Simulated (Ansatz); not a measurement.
Se (A7 type), DFT, LDA, all-electron LAPW, scalar-relativistic (Ansatz 0.2.0), on 1 thread of Arm Neoverse V2 (shared host).

Command: `ansatz run input.yaml --threads 1 --pin off --max-ram 3584MiB --backend cpu --events-out ev --progress --plain --runs-dir out`

```yaml
crystal:
  lattice:
    - [1.262062754, -0.7286522708, 4.0935529272]
    - [0.0, 1.4573045416, 4.0935529272]
    - [-1.262062754, -0.7286522708, 4.0935529272]
  atoms:
    - { symbol: Se, position: [0.2499999372, 0.2499999372, 0.2499999372] }
    - { symbol: Se, position: [-0.2499999372, -0.2499999372, -0.2499999372] }
kpoints:
  mp_grid: { grid: [14, 14, 14] }
scf:
  occupations: { method: fermi_dirac, width: 0.1 }
hamiltonian:
  xc: lda
  pseudopotentials: { kind: all_electron, lapw: { basis_error: 0.0005 } }
output:
  forces: true
  stress: true
  eigenvalues: true
relax:
  f_tol: 0.005
  max_steps: 12
  cell: { p_target: 140.0, stress_tol: 0.07 }
```

(1) How large is the problem that the program sets up?

(2) About how long does it take, and how much memory?

Results:

(1) 288 irreducible k-points, 325 plane waves at Γ, 29 bands.

(2) 2.4 min of wall time for 13 SCF iterations over 3 geometries, with a peak of 0.82 GiB. Times on shared machines scatter by tens of per cent.
